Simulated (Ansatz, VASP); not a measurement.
**Two plane-wave programs on Si3N4**

```xyz
14
Lattice="0.0000 3.8456 3.8456 3.8456 0.0000 3.8456 3.8456 3.8456 0.0000" Properties=species:S:1:pos:R:3 pbc="T T T"
Si    2.8842    2.8842    0.9614
Si    2.8842    0.9614    2.8842
Si    0.9614    2.8842    2.8842
Si    0.9614    0.9614    0.9614
Si    5.7684    5.7684    5.7684
Si    3.8456    3.8456    3.8456
N     2.8271    2.8271    2.8271
N     6.7869    4.7499    4.7499
N     4.7499    4.7499    6.7869
N     4.7499    6.7869    4.7499
N     4.8641    4.8641    2.8271
N     4.8641    2.8271    4.8641
N     6.7869    6.7869    6.7869
N     2.8271    4.8641    4.8641
```

Alike in both runs: functional LDA; k mesh 6 × 6 × 6; occupations gaussian, width 0.02 eV; no spin polarisation.

Ansatz relaxed the structure, and its values are those at the end. VASP's run is a single point on that final structure, the one shown.

```csv
,VASP,Ansatz
version,VASP 6.6.1,Ansatz 0.2.0
potentials or method,"VASP PAW LDA potentials, release 64 (Si, N)","scalar-relativistic, plane waves, PAW"
plane-wave cutoff (eV),520,420
valence electrons in the cell,64,64
```

```tsv
	VASP	Ansatz	Ansatz less VASP
gap on the k mesh at the Fermi level (eV)	3.35	3.36	+0.013
least direct gap on the mesh (eV)	3.38	3.39	+0.014
pressure (GPa)	0.7	0.0	-0.70
rms of the force components (eV/Å)	0.005	0.000	-0.0054
```

A k mesh can miss the band edges.
